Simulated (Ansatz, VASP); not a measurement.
## HgTe in VASP and in Ansatz

The input INCAR:

```
ALGO = Normal
EDIFF = 1E-7
ENCUT = 520
GGA = PS
ISIF = 2
ISMEAR = -1
LASPH = True
LCHARG = False
LREAL = False
LWAVE = False
NBANDS = 16
NELM = 60
PREC = Accurate
SIGMA = 0.05
```

The input KPOINTS:

```
k-points
0
Gamma
  10 10 10
```

Contents of POSCAR:

```
HgTe
1.0
   -3.0657731441      3.0657731441      1.5697375195
    3.0657731441     -3.0657731441      1.5697375195
    3.0657731441      3.0657731441     -1.5697375195
Hg Te
1 1
Direct
    0.7500000000      0.2500000000      0.5000000000
    0.0000000000      0.0000000000      0.0000000000
```

The input input.yaml:

```yaml
crystal:
  lattice:
    - [-3.0657731441, 3.0657731441, 1.5697375195]
    - [3.0657731441, -3.0657731441, 1.5697375195]
    - [3.0657731441, 3.0657731441, -1.5697375195]
  atoms:
    - { symbol: Hg, position: [0.75, 0.25, 0.5] }
    - { symbol: Te, position: [0.0, 0.0, 0.0] }
hamiltonian:
  xc: pbesol
  pseudopotentials: { kind: paw }
kpoints:
  mp_grid: { grid: [10, 10, 10] }
scf:
  occupations: { method: fermi_dirac, width: 0.05 }
output:
  forces: true
  stress: true
  eigenvalues: true
```

Change from the starting cell: volume scaled by 1.02.

Alike in both runs: task single point; functional PBEsol; k mesh 10 × 10 × 10; occupations fermi-dirac, width 0.05 eV; no spin polarisation.

|  | VASP | Ansatz |
| --- | --- | --- |
| version | VASP 6.6.1 | Ansatz 0.2.0 |
| potentials or method | VASP PAW PBE potentials, release 64 (Hg, Te) | Ansatz PAW |
| plane-wave cutoff (eV) | 520 | 420 |
| valence electrons in the cell | 18 | 36 |

Ansatz gave:

* gap on the k mesh at the Fermi level (eV): none
* pressure (GPa): -4.0
* largest component of the traceless stress (GPa): 2.61

Problem. What did VASP give for the same quantities?

Solution. gap on the k mesh at the Fermi level (eV): none; pressure (GPa): -3.9; largest component of the traceless stress (GPa): 2.61.

A gap of «none» marks a metal or a gap that the smearing closes. The two sets of potentials don't hold the same shells in valence.

Caveats: the PAW data sets were made with another functional, which shifts forces and pressure a little (VASP); the PAW data sets come from PBE, with cores solved anew for the run's functional, which leaves a small shift of forces and pressure (Ansatz). Spin-orbit coupling is left out, which matters for the levels of Hg, Te.
